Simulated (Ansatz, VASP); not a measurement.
## Ag: VASP beside Ansatz

```
Ag
1.0
    -1.65565    1.65565    1.65565
     1.65565   -1.65565    1.65565
     1.65565    1.65565   -1.65565
Ag
1
Direct
  0.00000 0.00000 0.00000
```

This isn't the form of Ag at room conditions, which is fcc.

Alike in both runs: task single point; functional PBEsol; k mesh 8 × 8 × 8; occupations gaussian, width 0.1 eV; no spin polarisation.

|  | VASP | Ansatz |
| --- | --- | --- |
| version | VASP 6.6.1 | Ansatz 0.2.0 |
| potentials or method | VASP PAW PBE potentials, release 64 (Ag) | scalar-relativistic, plane waves, PAW |
| plane-wave cutoff (eV) | 520 | 420 |
| valence electrons in the cell | 11 | 19 |

|  | VASP | Ansatz | Ansatz less VASP |
| --- | --- | --- | --- |
| gap on the k mesh at the Fermi level (eV) | none | none | - |
| pressure (GPa) | -7.4 | -7.3 | +0.12 |

A gap of «none» marks a metal or a gap that the smearing closes. The two sets of potentials don't hold the same shells in valence.

Caveats: the PAW data sets were made with another functional, which shifts forces and pressure a little (VASP).
